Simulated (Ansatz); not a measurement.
# WSi2P4 monolayer in a perpendicular field

Wanted: the out-of-plane response of the WSi2P4 monolayer. A positive field points along +c.

Method: plane-wave DFT, PBEsol-D3(BJ), Ansatz PAW (set soft_1); PAW set soft_1, in the first sound run; inputs show where later runs differ, in Ansatz 0.2.0.

### 1. Set-up

The cell holds 7 atoms: 4 P, 2 Si and 1 W. Its edges and angles: a = 3.480 Å, b = 3.480 Å, c = 48.011 Å, α = 90.0°, β = 90.0°, γ = 120.0°. Vacuum lies along c.

### 2. Relaxing the slab

The starting cell is a guess, so the in-plane lattice and the atoms are relaxed first, with the slab cut off from its images along the normal.

input.yaml reads:

```yaml
crystal:
  lattice:
    - [3.48, 0.0, 0.0]
    - [-1.74, 3.0137684052, 0.0]
    - [0.0, 0.0, 48.0110506883]
  atoms:
    - { symbol: P, position: [0.0, 0.0, 0.4113636281] }
    - { symbol: Si, position: [0.3333333333, 0.6666666667, 0.4247863241] }
    - { symbol: P, position: [0.3333333333, 0.6666666667, 0.4687345395] }
    - { symbol: W, position: [0.0, 0.0, 0.5] }
    - { symbol: P, position: [0.3333333333, 0.6666666667, 0.5312654605] }
    - { symbol: Si, position: [0.3333333333, 0.6666666667, 0.5752136759] }
    - { symbol: P, position: [0.0, 0.0, 0.5886363719] }
  periodic: [true, true, false]
kpoints:
  mp_grid: { grid: [12, 12, 1] }
hamiltonian:
  xc: pbesol
  dispersion: d3bj
  pseudopotentials: { kind: paw, azcp: { folder: soft_1 }, xc_functional: pbe }
scf:
  occupations: { method: fermi_dirac, width: 0.05 }
  convergence: { dr2_threshold: 1.0e-09 }
relax:
  f_tol: 0.004
  max_steps: 90
  cell: {}
output:
  write_potential: true
  write_density: true
  volumetric_format: npy
```

Command:

```
ansatz run input.yaml --threads 4 --pin off --max-ram 6144MiB --backend cpu --events-out ev --progress --plain --runs-dir out
```

What it wrote:

```text
Warning: relax.cell: scf.convergence.dr2_threshold = 1e-9 eV is looser than the 2.04284727656e-10 eV advised for a relaxation that steers and ends on the stress (1e-10 eV for each atom of the cell: 7, times the square of relax.cell.stress_2d_tol = 0.05 N/m over 18.5 Å (the atoms' height at the walk's start and 5 Å past either face), 2.701e-2 GPa, over a crystal's default 0.05). What an SCF threshold leaves in a stress goes as its square root, and in the free energy as the threshold itself, and one threshold admits the most on a small cell: [figures from the program's tests cut] Set scf.convergence.dr2_threshold to 2.04284727656e-10 eV or tighter. [rest of the remark cut]
Engine: ansatz 0.2.0, x86_64-unknown-linux-gnu
Pseudopotentials: kind: paw
Pseudopotential: P, paw, valence charge 5, recommended cutoff 420 eV (normal), soft_1/P.paw.azcp
Pseudopotential: Si, paw, valence charge 4, recommended cutoff 420 eV (normal), soft_1/Si.paw.azcp
Pseudopotential: W, paw, valence charge 14, recommended cutoff 420 eV (normal), soft_1/W.paw.azcp
Functional definition: PBEsol
  exchange = pbesol_x
  correlation = pbesol_c
Crystal: 7 atoms, lattice volume = 503.536 Å³
Basis set: ecut = 420 eV, 9839 PW (Γ), exchange–correlation on 48×48×648 points (8 copies of the dense FFT grid, shifted against one another)
Bands: 28, of which v1, the nominal top of the filled ones, is band 21 counted from 1 (20 counted from 0)
Symmetry: 12 space group operations
Space group: P-6m2 (ITA 187), of the structure as read, at distance tolerance 8.0e-5 Å
k-points: 19 of 144 (time reversal used)
Non-local potential: P, projectors of the file, l = 0: 2, l = 1: 2, l = 2: 1
Non-local potential: Si, projectors of the file, l = 0: 2, l = 1: 2, l = 2: 1
Non-local potential: W, projectors of the file, l = 0: 3, l = 1: 2, l = 2: 2, l = 3: 1
PAW form: soft (Blöchl's): semilocal exchange-correlation on the pseudo side does not see the compensation charge
PAW frozen core: P, regenerated for the run's functional, and the local potential with it (the file was generated under x = pbe(κ = 0.804, μ = 0.219515), c = pbe(β = 0.066725))
PAW frozen core: Si, regenerated for the run's functional, and the local potential with it (the file was generated under x = pbe(κ = 0.804, μ = 0.219515), c = pbe(β = 0.066725))
PAW frozen core: W, regenerated for the run's functional, and the local potential with it (the file was generated under x = pbe(κ = 0.804, μ = 0.219515), c = pbe(β = 0.066725))
PAW one-centre angular grid: P, 110 points (default); XC on 64 Gauss nodes
PAW one-centre angular grid: Si, 110 points (default); XC on 64 Gauss nodes
PAW one-centre angular grid: W, 590 points (default); XC on 64 Gauss nodes
Initial density: superposition of atomic densities (neutral atoms: chi_scale 0, normalization atom)
Initial wavefunctions: pseudopotential atomic-orbital guess
Functional: x = pbesol(κ = 0.804, μ = 0.123457), c = pbesol(β = 0.046)
SCF iter   1: F=—  HF=-14464.236902 eV  |F-HF|=—  |Δ(HF+E_count)|=         —  Δρ=2.69e-2  dr2=4.58e0  ethr=3.10e-3  ⟨swp⟩=19.1  Hψ=5499  notcnv=0
preconditioner: auto → Resta (q_TF=auto, 1.803 Å⁻¹)  ε∞=2.3  [insulator: Δε(μ)=0.613 eV  Ē_g=8.528 eV  σ=0.050 eV  W_gap=1.00  n_scr=26 (ndim 8)  ℏωp=9.6 eV  f_vac=0.728  D(μ)=0.00/eV (n_scr^D=0)  ε∞_Penn≈2.3  vacuum switching on, ρ_ref=5.3e-3 e/Å³]
SCF iter   2: F=—  HF=-14463.125855 eV  |F-HF|=—  |Δ(HF+E_count)|=    1.11e0  Δρ=1.29e-2  dr2=1.54e0  ethr=3.10e-3  ⟨swp⟩=5.3  Hψ=1452  notcnv=0  defer=29
preconditioner: auto → LDOS  [metal: Δε(μ)=0.079 eV  Ē_g=8.323 eV  σ=0.050 eV  W_gap=0.37  n_scr=26 (ndim 8)  ℏωp=9.6 eV  f_vac=0.729  D(μ)=1.46/eV (n_scr^D=10)  β→1.0]
SCF iter   3: F=—  HF=-14462.885121 eV  |F-HF|=—  |Δ(HF+E_count)|=   2.41e-1  Δρ=2.99e-3  dr2=2.10e-1  ethr=3.10e-3  ⟨swp⟩=4.1  Hψ=1140  notcnv=0  defer=33
SCF iter   4: F=—  HF=-14462.876441 eV  |F-HF|=—  |Δ(HF+E_count)|=   8.68e-3  Δρ=1.71e-3  dr2=4.91e-2  ethr=5.00e-4  ⟨swp⟩=4.4  Hψ=1235  notcnv=0  defer=32
SCF iter   5: F=—  HF=-14462.868445 eV  |F-HF|=—  |Δ(HF+E_count)|=   8.00e-3  Δρ=3.60e-4  dr2=1.21e-3  ethr=1.17e-4  ⟨swp⟩=3.1  Hψ=1132  notcnv=0  defer=30
SCF iter   6: F=—  HF=-14462.868629 eV  |F-HF|=—  |Δ(HF+E_count)|=   1.84e-4  Δρ=2.05e-4  dr2=4.95e-4  ethr=2.88e-6  ⟨swp⟩=3.6  Hψ=1286  notcnv=0  defer=30
SCF iter   7: F=—  HF=-14462.868627 eV  |F-HF|=—  |Δ(HF+E_count)|=   2.03e-6  Δρ=6.19e-5  dr2=5.33e-5  ethr=1.18e-6  ⟨swp⟩=2.9  Hψ=919  notcnv=0  defer=30
SCF iter   8: F=—  HF=-14462.868605 eV  |F-HF|=—  |Δ(HF+E_count)|=   2.18e-5  Δρ=2.00e-5  dr2=4.27e-6  ethr=1.27e-7  ⟨swp⟩=3.4  Hψ=1123  notcnv=0  defer=30
SCF iter   9: F=—  HF=-14462.868716 eV  |F-HF|=—  |Δ(HF+E_count)|=   1.11e-4  Δρ=4.42e-6  dr2=1.09e-7  ethr=1.02e-8  ⟨swp⟩=3.0  Hψ=1031  notcnv=0  defer=30
SCF iter  10: F=—  HF=-14462.868716 eV  |F-HF|=—  |Δ(HF+E_count)|=   5.38e-8  Δρ=1.14e-6  dr2=1.49e-8  ethr=2.59e-10  ⟨swp⟩=4.1  Hψ=1354  notcnv=0  defer=30
SCF iter  11: F=-14462.868716 eV  HF=-14462.868716 eV  |F-HF|=1.45e-9  |Δ(HF+E_count)|=   2.04e-8  Δρ=2.11e-7  dr2=3.06e-10  ethr=2.38e-12  ⟨swp⟩=13.0  Hψ=5624  notcnv=0
SCF 1 converged in 11 iterations: F = -14462.868716 eV  dr2 = 3.06e-10
  greatest PAW one-centre occupation: 0.999 electrons in one spin orbital (limit 2), on the W atom at site 3 (counted from 0), in its partial waves of l = 0
relax step   1: F+E_penalty+E_count = -14462.86871630 eV  Δ(F+E_penalty+E_count) = +0.000e0 eV  max|allowed force component| = 3.676e0 eV/Å  Δτ_max = 0.0000 Å  P = +2.369 N/m  Ω = 503.536 Å³  fix = [c, alpha, beta]  reactions: c +0.000 N/m  (11 SCF iters, accepted)
Crystal: 7 atoms, lattice volume = 496.304 Å³
Basis set: ecut = 420 eV, 9641 PW (Γ), exchange–correlation on 48×48×648 points (8 copies of the dense FFT grid, shifted against one another)
Initial density: handed on by an earlier stage of this run
Initial wavefunctions: those handed on with the density
iter 1 solved again at ethr=1.09e-3 eV; its pass at ethr=3.10e-3 eV (dr2=4.58e-1 eV) is discarded
SCF iter   1: F=—  HF=-14464.566215 eV  |F-HF|=—  |Δ(HF+E_count)|=         —  Δρ=7.00e-3  dr2=4.65e-1  ethr=1.09e-3  ⟨swp⟩=2.1  Hψ=5440  notcnv=0
preconditioner: auto → Resta (q_TF=auto, 1.808 Å⁻¹)  ε∞=2.4  [insulator: Δε(μ)=0.495 eV  Ē_g=8.327 eV  σ=0.050 eV  W_gap=0.98  n_scr=26 (ndim 8)  ℏωp=9.7 eV  f_vac=0.726  D(μ)=0.01/eV (n_scr^D=0)  ε∞_Penn≈2.4  vacuum switching on, ρ_ref=5.0e-3 e/Å³]
SCF iter   2: F=—  HF=-14464.484627 eV  |F-HF|=—  |Δ(HF+E_count)|=   8.16e-2  Δρ=3.67e-3  dr2=1.40e-1  ethr=1.09e-3  ⟨swp⟩=3.9  Hψ=1170  notcnv=0
[...]
SCF iter   3: F=—  HF=-14464.730961 eV  |F-HF|=—  |Δ(HF+E_count)|=   1.14e-2  Δρ=1.85e-3  dr2=4.30e-2  ethr=2.96e-4  ⟨swp⟩=4.1  Hψ=929  notcnv=0  defer=32
SCF iter   4: F=—  HF=-14464.727817 eV  |F-HF|=—  |Δ(HF+E_count)|=   3.14e-3  Δρ=8.33e-4  dr2=7.73e-3  ethr=1.02e-4  ⟨swp⟩=2.6  Hψ=876  notcnv=0  defer=32
SCF iter   5: F=—  HF=-14464.727034 eV  |F-HF|=—  |Δ(HF+E_count)|=   7.82e-4  Δρ=3.10e-4  dr2=5.80e-4  ethr=1.84e-5  ⟨swp⟩=3.4  Hψ=936  notcnv=0  defer=32
SCF iter   6: F=—  HF=-14464.727149 eV  |F-HF|=—  |Δ(HF+E_count)|=   1.15e-4  Δρ=2.52e-4  dr2=6.19e-4  ethr=1.38e-6  ⟨swp⟩=3.1  Hψ=1122  notcnv=0  defer=32
SCF iter   7: F=—  HF=-14464.726993 eV  |F-HF|=—  |Δ(HF+E_count)|=   1.57e-4  Δρ=9.32e-5  dr2=7.81e-5  ethr=1.38e-6  ⟨swp⟩=2.8  Hψ=878  notcnv=0  defer=32
SCF iter   8: F=—  HF=-14464.726986 eV  |F-HF|=—  |Δ(HF+E_count)|=   6.30e-6  Δρ=1.81e-5  dr2=3.35e-6  ethr=1.86e-7  ⟨swp⟩=3.5  Hψ=1135  notcnv=0  defer=32
SCF iter   9: F=—  HF=-14464.727099 eV  |F-HF|=—  |Δ(HF+E_count)|=   1.12e-4  Δρ=2.07e-6  dr2=6.29e-8  ethr=7.97e-9  ⟨swp⟩=3.4  Hψ=1241  notcnv=0  defer=32
SCF iter  10: F=—  HF=-14464.727099 eV  |F-HF|=—  |Δ(HF+E_count)|=   2.78e-8  Δρ=7.45e-7  dr2=4.01e-9  ethr=1.50e-10  ⟨swp⟩=3.7  Hψ=1333  notcnv=0  defer=32
SCF iter  11: F=-14464.727099 eV  HF=-14464.727099 eV  |F-HF|=2.40e-10  |Δ(HF+E_count)|=  2.96e-10  Δρ=1.26e-7  dr2=3.60e-10  ethr=2.38e-12  ⟨swp⟩=13.6  Hψ=4743  notcnv=0
SCF 3 converged in 11 iterations: F = -14464.727099 eV  dr2 = 3.60e-10
relax step   3: F+E_penalty+E_count = -14464.72709860 eV  Δ(F+E_penalty+E_count) = -2.698e-1 eV  max|allowed force component| = 5.234e-1 eV/Å  Δτ_max = 0.1948 Å  P = -1.513 N/m  Ω = 484.771 Å³  energy of the carried Pulay correction = +4.475e-4 eV  fix = [c, alpha, beta]  reactions: c -0.000 N/m  (11 SCF iters, accepted)
[...]
relax step   4: F+E_penalty+E_count = -14464.76579349 eV  Δ(F+E_penalty+E_count) = -3.869e-2 eV  max|allowed force component| = 9.575e-2 eV/Å  Δτ_max = 0.0768 Å  P = -0.513 N/m  Ω = 477.914 Å³  energy of the carried Pulay correction = +6.154e-4 eV  fix = [c, alpha, beta]  reactions: c -0.000 N/m  (10 SCF iters, accepted)
[...]
relax step   5: F+E_penalty+E_count = -14464.76708100 eV  Δ(F+E_penalty+E_count) = -1.288e-3 eV  max|allowed force component| = 1.070e-2 eV/Å  Δτ_max = 0.0079 Å  P = +0.025 N/m  Ω = 476.780 Å³  energy of the carried Pulay correction = +6.433e-4 eV  fix = [c, alpha, beta]  reactions: c +0.000 N/m  (9 SCF iters, accepted)
[...]
relax step   6: F+E_penalty+E_count = -14464.76709197 eV  Δ(F+E_penalty+E_count) = -1.097e-5 eV  max|allowed force component| = 1.215e-3 eV/Å  Δτ_max = 0.0017 Å  P = -0.000 N/m  Ω = 476.958 Å³  energy of the carried Pulay correction = +6.389e-4 eV  fix = [c, alpha, beta]  reactions: c -0.000 N/m  (7 SCF iters, accepted)
Initial wavefunctions: pseudopotential atomic-orbital guess (no wavefunctions were taken with the density)
iter 1 solved again at ethr=3.24e-7 eV; its pass at ethr=3.10e-3 eV (dr2=1.36e-4 eV) is discarded
SCF iter   1: F=—  HF=-14464.766509 eV  |F-HF|=—  |Δ(HF+E_count)|=         —  Δρ=2.28e-5  dr2=3.16e-7  ethr=3.24e-7  ⟨swp⟩=6.7  Hψ=8386  notcnv=0
SCF iter   2: F=—  HF=-14464.766506 eV  |F-HF|=—  |Δ(HF+E_count)|=   3.65e-6  Δρ=1.16e-5  dr2=9.83e-8  ethr=7.52e-10  ⟨swp⟩=4.6  Hψ=1622  notcnv=0
SCF iter   3: F=—  HF=-14464.766506 eV  |F-HF|=—  |Δ(HF+E_count)|=   1.10e-7  Δρ=3.11e-6  dr2=2.75e-7  ethr=2.34e-10  ⟨swp⟩=2.9  Hψ=1058  notcnv=0  recentre
SCF iter   4: F=—  HF=-14464.766506 eV  |F-HF|=—  |Δ(HF+E_count)|=   2.54e-8  Δρ=7.83e-7  dr2=7.49e-9  ethr=2.34e-10  ⟨swp⟩=2.9  Hψ=851  notcnv=0
SCF iter   5: F=-14464.766506 eV  HF=-14464.766506 eV  |F-HF|=2.91e-11  |Δ(HF+E_count)|=  2.02e-10  Δρ=3.95e-7  dr2=2.68e-10  ethr=2.38e-12  ⟨swp⟩=16.9  Hψ=5774  notcnv=0
SCF 7 converged in 5 iterations: F = -14464.766506 eV  dr2 = 2.68e-10
relax step   7: F+E_penalty+E_count = -14464.76650586 eV  Δ(F+E_penalty+E_count) = +5.861e-4 eV  max|allowed force component| = 1.385e-3 eV/Å  Δτ_max = 0.0000 Å  P = -0.003 N/m  Ω = 476.958 Å³  fix = [c, alpha, beta]  reactions: c -0.000 N/m  stress off target by 2.74e-3 N/m on what of the cell is left free  SCF on the basis re-selected at this cell (its energy is not comparable with the rows above)  (5 SCF iters)
basis re-selected at this cell: Δ(F+E_penalty+E_count) = +5.861e-4 eV, ΔP = -0.002 N/m vs the last step (what re-selecting the basis moved, of the pressure what is left beyond the Pulay correction that the steps carried, after the strain that the cell walked since its last selection, with what the two solves' SCF thresholds leave and, on support functions, any second-order correction that the steps lacked; it is no m [...]
SCF converged after 5 iterations
Free energy (F): -14464.766506 eV
Harris-Foulkes:  -14464.766506 eV  (|F-HF|=2.91e-11)
Internal energy: -14464.766504 eV  (E = F + TS)
E sigma→0 (E₀):  -14464.766505 eV
Entropy (-TS):   -0.000002 eV (-0.000 meV/atom)
Fermi energy:    -4.813685 eV
--- Per-component energies (eV) ---
  E_band       = -779.976514
  E_kinetic    = 787.133200
  E_local      = -140335.819952  (includes V_loc(G=0)·N_el)
  E_nonlocal   = 153.545546
  E_hartree    = 69694.576324
  E_xc         = -670.027527
  E_vxc        = -575.661932  (∫ρ·V_xc dr)
  E_paw        = -11619.814475  (= ΣΔE_a)
  E_vpaw       = -198.328195  (= ΣTr[D̂ρ^β])
  E_aug_tail   = 0.000225  (compensation charges beyond the density's cutoff)
  E_ewald      = 67527.322843
  E_disp       = -2.152053  (pairwise vdW)
  E_core_change = 0.469364  (= ΣΔE_core)
  E_smearing   = -0.000002  (= −TS)
  E_closure    = 0.000000  (closes the sum)
  Σ components = -14464.766506   (vs F -14464.766506, Δ=0.00e0)
--- Forces (eV/Å), atoms counted from 1 ---
  atom   1  P     -0.00000000    -0.00000000    -0.00078980
  atom   2  Si     0.00000000     0.00000000     0.00112669
  atom   3  P      0.00000000    -0.00000000    -0.00138520
  atom   4  W      0.00000000     0.00000000     0.00000000
  atom   5  P      0.00000000    -0.00000000     0.00138520
  atom   6  Si     0.00000000     0.00000000    -0.00112669
  atom   7  P      0.00000000    -0.00000000     0.00078980
  max |Σ_I F_I| component: 6.80e-16 eV/Å
--- 2D stress c σ (N/m, compression-positive) ---
       -0.002740      -0.000000       0.000000
       -0.000000      -0.002740       0.000000
        0.000000       0.000000      -0.000000
  P = ½ c Tr σ = -0.0027 N/m
--- Band table (eV; the first three rows and the last of 19) ---
  k-point 0: bands = [... 17 lower, -5.9544, -5.8894, -5.8894, -5.6818, -2.4493, -2.4493, -2.1661, -2.1661, ... 3 higher]
  k-point 1: bands = [... 17 lower, -6.2371, -6.1720, -6.0939, -5.6575, -2.6922, -2.5352, -2.2266, -2.1076, ... 3 higher]
  k-point 2: bands = [... 17 lower, -6.6382, -6.5407, -6.4151, -5.8222, -3.1482, -3.0458, -2.2529, -1.9943, ... 3 higher]
  k-point 18: bands = [... 17 lower, -8.2719, -7.0442, -6.3158, -5.3088, -4.3150, -3.9146, -3.6052, -2.9173, ... 3 higher]
  the weakly bound empty levels are not read free of the cell's end (no_gap_told)
--- Relaxed structure (6 steps of the walk, 6 accepted, 1 SCFs on fresh bases) ---
  F+E_penalty+E_count = -14464.76650586 eV   max|allowed force component| = 1.385e-3 eV/Å   (the final SCF, on the basis selected at the relaxed cell)
  cell:  # Å, volume = 476.9584 Å³
    - [3.386915, 0, 0]
    - [-1.693458, 2.933155, 0]
    - [0, 0, 48.0110506883]
  atoms:
    - { symbol: P, position: [1.301231e-17, -5.135726e-17, 0.401810] }
    - { symbol: Si, position: [0.333333, 0.666667, 0.423703] }
    - { symbol: P, position: [0.333333, 0.666667, 0.470149] }
    - { symbol: W, position: [1.057355e-17, -5.135726e-17, 0.5] }
    - { symbol: P, position: [0.333333, 0.666667, 0.529851] }
    - { symbol: Si, position: [0.333333, 0.666667, 0.576297] }
    - { symbol: P, position: [8.134796e-18, -5.135726e-17, 0.598190] }
```

Run time: 82 s. Hardware: 4 threads of Intel Xeon Platinum 8259CL at 2.50GHz (Skylake/Cascade Lake), shared host; peak memory 0.93 GiB; 5 min of CPU time.

The column dr2 measures how far the density is from self-consistency, as an energy; F and HF (Harris–Foulkes) agree once it is small.

The steps of the relaxation:

| step | energy less that of the first step (eV) | largest force component (eV/Å) | volume (Å³) |
| --- | --- | --- | --- |
| 1 | 0.0000 | 3.6758 | 503.54 |
| 2 | -1.5886 | 1.3231 | 496.30 |
| 3 | -1.8584 | 0.5234 | 484.77 |
| 4 | -1.8971 | 0.0957 | 477.91 |
| 5 | -1.8984 | 0.0107 | 476.78 |
| 6 | -1.8984 | 0.0012 | 476.96 |
| 7* | -1.8978 | 0.0014 | 476.96 |

Relaxation steps marked * repeat the geometry before them on a plane-wave basis chosen anew for their cell, so energy and pressure can jump there.

The run keeps the 12 symmetry operations that the program found, so distortions that break them were not tested.

| cell as run | before | after | change |
| --- | --- | --- | --- |
| a (Å) | 3.480 | 3.387 | -2.7 % |
| b (Å) | 3.480 | 3.387 | -2.7 % |

The atoms that moved most (Å, along periodic axes as changes of fractional coordinates times the final cell, across vacuum about the mean position):

| atom | dx | dy | dz | length |
| --- | --- | --- | --- | --- |
| P1 | 0.000 | 0.000 | -0.459 | 0.459 |
| P7 | 0.000 | 0.000 | 0.459 | 0.459 |
| P3 | 0.000 | 0.000 | 0.068 | 0.068 |
| P5 | 0.000 | 0.000 | -0.068 | 0.068 |
| Si6 | 0.000 | 0.000 | 0.052 | 0.052 |
| Si2 | 0.000 | 0.000 | -0.052 | 0.052 |

The lattice constant a goes from 3.480 to 3.387 Å.

(Part 1 of 4 ends here.)

[Long decimals in the printed logs are rounded to 6 places.]

[Logs are printed without paths, hosts, clocks, repeated set-up lines and the standing remarks that a program may print on its own settings, such as how far it seeks lower states.]

[Hosts, paths, dates, database ids (printed as entryN), source tags and the programs' standing remarks are cut or masked in the printed files.]

[Maps of the electrostatic potential energy from Ansatz leave out the sawtooth potential of an applied field or a dipole correction, so their vacuum need not be flat; planar profiles and work functions include it.]
